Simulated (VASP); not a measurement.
# SiMo3 under changes of volume

One of the cells (14.899 Å³/atom); the others are scaled copies at fixed shape and fractional positions:

```
CELL_PARAMETERS angstrom
4.92138 0.00000 0.00000
0.00000 4.92138 0.00000
0.00000 0.00000 4.92138
ATOMIC_POSITIONS crystal
Mo 0.00000 0.50000 0.25000
Mo 0.00000 0.50000 0.75000
Mo 0.50000 0.25000 0.00000
Mo 0.75000 0.00000 0.50000
Mo 0.50000 0.75000 0.00000
Mo 0.25000 0.00000 0.50000
Si 0.50000 0.50000 0.50000
Si 0.00000 0.00000 0.00000
```

```yaml
Program: VASP 6.6.1
Functional: PBEsol
Potentials_or_basis: VASP PAW PBE potentials, release 64 (Mo_sv, Si)
Cutoff: 520 eV
k_mesh: 6 × 6 × 6
Occupations: fermi-dirac, width 0.05 eV
Spin: no spin polarisation
```

| volume (Å³/atom) | energy over the lowest point (meV/atom) | pressure (GPa) |
| --- | --- | --- |
| 13.731 | 27.21 | 14.0 |
| 14.023 | 7.92 | 7.4 |
| 14.315 | 0.00 | 1.5 |
| 14.899 | 13.66 | -8.6 |
| 15.192 | 33.25 | -12.8 |
| 15.484 | ? | ? |

Question: What does the run at 15.484 Å³/atom give?

Answer: Energy over the lowest point 60.19 meV/atom; pressure -16.6 GPa.

Worked out: A Birch-Murnaghan fit of order 3 (a polynomial in V^(-2/3)) to the other rows has its minimum at 14.39 Å³/atom with B0 = V·E''(V) = 267 GPa and B' = 4.5. It gives 60.07 meV/atom at 15.484 Å³/atom, against the run's 60.19, and -dE/dV = -16.6 GPa, against -16.6.

Energies are extrapolated to zero smearing.

Caveats: the PAW data sets were made with another functional, which shifts forces and pressure a little.
